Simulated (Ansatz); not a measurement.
Crystal: CdO (Monteponite).

```xyz
2
Lattice="0.0000 2.3495 2.3495 2.3495 0.0000 2.3495 2.3495 2.3495 0.0000" Properties=species:S:1:pos:R:3 pbc="T T T"
Cd    0.0000    0.0000    0.0000
O     2.3495    2.3495    2.3495
```

| Quantity | Value |
| --- | --- |
| Program | Ansatz 0.2.0 |
| Task | relaxation of cell and atoms |
| Functional | PBEsol |
| Dispersion | D3(BJ) |
| Potentials or basis | Ansatz PAW |
| Cutoff | 420 eV (not typed: the program's choice for these potentials) |
| k mesh | 10 × 10 × 10 |
| Occupations | fermi-dirac, width 0.05 eV |
| Spin | no spin polarisation |

At the start: volume 12.97 Å³/atom.

Question: How do energy, volume and symmetry change on relaxing?

Answer: It ends after 7 steps and the volume is 12.61 Å³/atom (-2.8 %); space group Fm-3m (No. 225, to 0.05 Å).

The path:
| step | energy change (eV) | largest force (eV/Å) | volume (Å³) |
| --- | --- | --- | --- |
| 1 | 0.0000 | 0.0000 | 25.94 |
| 2 | -0.0115 | 0.0000 | 25.07 |
| 3 | -0.0114 | 0.0000 | 25.25 |
| 4 | -0.0114 | 0.0000 | 25.24 |
| 5 | -0.0093 | 0.0000 | 25.24 |
| 6 | -0.0094 | 0.0000 | 25.22 |
| 7 | -0.0093 | 0.0000 | 25.22 |

Final structure:
```cif
data_structure
_symmetry_space_group_name_H-M 'P 1'
_symmetry_Int_Tables_number 1
_cell_length_a 3.2917
_cell_length_b 3.2917
_cell_length_c 3.2917
_cell_angle_alpha 60.000
_cell_angle_beta 60.000
_cell_angle_gamma 60.000
_cell_volume 25.22
loop_
_atom_site_label
_atom_site_type_symbol
_atom_site_fract_x
_atom_site_fract_y
_atom_site_fract_z
_atom_site_occupancy
Cd1 Cd 0.00000 0.00000 0.00000 1
O1 O 0.50000 0.50000 0.50000 1
```

Caveat: the plane-wave basis is chosen anew once the cell has moved, so the energies of steps on either side of that aren't comparable; the pressure holds a Pulay correction of +0.5 GPa for the finite cutoff; the PAW data sets come from PBE, with cores solved anew for the run's functional, which leaves a small shift of forces and pressure.
